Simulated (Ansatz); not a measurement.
**La: energy and pressure over a range of volumes**

How stiff is La, and at what volume does the pressure vanish? The cell is scaled evenly, atoms carried along, and solved with LAPW, PAW and all-electron datasets made for the crystal.

Computed with Ansatz 0.2.0 (DFT LDA, scalar-relativistic, unless a step's input says otherwise).

## (1) Starting point

The structure is cubic, space group Im-3m (No. 229). The conventional cell has a = 4.248 Å, b = 4.248 Å, c = 4.248 Å, α = 90.00°, β = 90.00°, γ = 90.00°. La (site symmetry m-3m) is surrounded by 8 La at 3.68 Å.

As a file:

```
CELL_PARAMETERS angstrom
-2.12383 2.12383 2.12383
2.12383 -2.12383 2.12383
2.12383 2.12383 -2.12383
ATOMIC_POSITIONS crystal
La 0.00000 0.00000 0.00000
```

The cell is one relaxed in the Materials Project, used as it stands.

## (2) Volume × 0.96, LAPW

Contents of input.yaml:

```yaml
crystal:
  lattice:
    - [-2.0951271325, 2.0951271325, 2.0951271325]
    - [2.0951271325, -2.0951271325, 2.0951271325]
    - [2.0951271325, 2.0951271325, -2.0951271325]
  atoms:
    - { symbol: La, position: [0.0, 0.0, 0.0] }
kpoints:
  mp_grid: { grid: [11, 11, 11] }
scf:
  occupations: { method: fermi_dirac, width: 0.03 }
hamiltonian:
  xc: lda
  pseudopotentials: { kind: all_electron, lapw: { basis_error: 0.0005 } }
output:
  forces: true
  stress: true
  eigenvalues: true
```

## (3) Volume × 0.96, PAW

Changes to input.yaml since step 2:

```diff
@@ -13,3 +13,3 @@
   xc: lda
-  pseudopotentials: { kind: all_electron, lapw: { basis_error: 0.0005 } }
+  pseudopotentials: { kind: paw }
 output:
@@ -18 +18,2 @@
   eigenvalues: true
+  efg: { contact_densities: true }
```

## (4) Volume × 0.96, crystal datasets

Changes to input.yaml since step 3:

```diff
@@ -13,3 +13,3 @@
   xc: lda
-  pseudopotentials: { kind: paw }
+  pseudopotentials: { kind: all_electron, datasets: crystal }
 output:
```

## (5) Volume × 0.98, LAPW

Contents of input.yaml:

```yaml
crystal:
  lattice:
    - [-2.1095767417, 2.1095767417, 2.1095767417]
    - [2.1095767417, -2.1095767417, 2.1095767417]
    - [2.1095767417, 2.1095767417, -2.1095767417]
  atoms:
    - { symbol: La, position: [0.0, 0.0, 0.0] }
kpoints:
  mp_grid: { grid: [11, 11, 11] }
scf:
  occupations: { method: fermi_dirac, width: 0.03 }
hamiltonian:
  xc: lda
  pseudopotentials: { kind: all_electron, lapw: { basis_error: 0.0005 } }
output:
  forces: true
  stress: true
  eigenvalues: true
```

## (6) Volume × 0.98, PAW

Changes to input.yaml since step 5:

```diff
@@ -13,3 +13,3 @@
   xc: lda
-  pseudopotentials: { kind: all_electron, lapw: { basis_error: 0.0005 } }
+  pseudopotentials: { kind: paw }
 output:
@@ -18 +18,2 @@
   eigenvalues: true
+  efg: { contact_densities: true }
```

## (7) Volume × 1.02, LAPW

Contents of input.yaml:

```yaml
crystal:
  lattice:
    - [-2.1378965873, 2.1378965873, 2.1378965873]
    - [2.1378965873, -2.1378965873, 2.1378965873]
    - [2.1378965873, 2.1378965873, -2.1378965873]
  atoms:
    - { symbol: La, position: [0.0, 0.0, 0.0] }
kpoints:
  mp_grid: { grid: [11, 11, 11] }
scf:
  occupations: { method: fermi_dirac, width: 0.03 }
hamiltonian:
  xc: lda
  pseudopotentials: { kind: all_electron, lapw: { basis_error: 0.0005 } }
output:
  forces: true
  stress: true
  eigenvalues: true
```

## (8) Volume × 1.02, PAW

Changes to input.yaml since step 7:

```diff
@@ -13,3 +13,3 @@
   xc: lda
-  pseudopotentials: { kind: all_electron, lapw: { basis_error: 0.0005 } }
+  pseudopotentials: { kind: paw }
 output:
@@ -18 +18,2 @@
   eigenvalues: true
+  efg: { contact_densities: true }
```

## (9) Volume × 1.04, LAPW

Contents of input.yaml:

```yaml
crystal:
  lattice:
    - [-2.1517794217, 2.1517794217, 2.1517794217]
    - [2.1517794217, -2.1517794217, 2.1517794217]
    - [2.1517794217, 2.1517794217, -2.1517794217]
  atoms:
    - { symbol: La, position: [0.0, 0.0, 0.0] }
kpoints:
  mp_grid: { grid: [11, 11, 11] }
scf:
  occupations: { method: fermi_dirac, width: 0.03 }
hamiltonian:
  xc: lda
  pseudopotentials: { kind: all_electron, lapw: { basis_error: 0.0005 } }
output:
  forces: true
  stress: true
  eigenvalues: true
```

## (10) Volume × 1.04, PAW

Changes to input.yaml since step 9:

```diff
@@ -13,3 +13,3 @@
   xc: lda
-  pseudopotentials: { kind: all_electron, lapw: { basis_error: 0.0005 } }
+  pseudopotentials: { kind: paw }
 output:
@@ -18 +18,2 @@
   eigenvalues: true
+  efg: { contact_densities: true }
```

## (11) Volume × 1.04, crystal datasets

Changes to input.yaml since step 10:

```diff
@@ -13,3 +13,3 @@
   xc: lda
-  pseudopotentials: { kind: paw }
+  pseudopotentials: { kind: all_electron, datasets: crystal }
 output:
```

(Steps that only read results are left out.)

Before running it: what results should come out?

The runs gave:

```
                        quantity      value
pressure at 36.79 Å³/atom (LAPW)  -2.73 GPa
pressure at 39.85 Å³/atom (LAPW)  -4.24 GPa
```

Over this range the mean stiffness −dP/dlnV is 19 GPa by LAPW; the pressure keeps one sign, so equilibrium lies outside the range. No thermal or zero-point expansion is included. Spin-orbit coupling is left out, though the cell holds La; in elements this heavy it can shift bands and gaps by tenths of an eV.
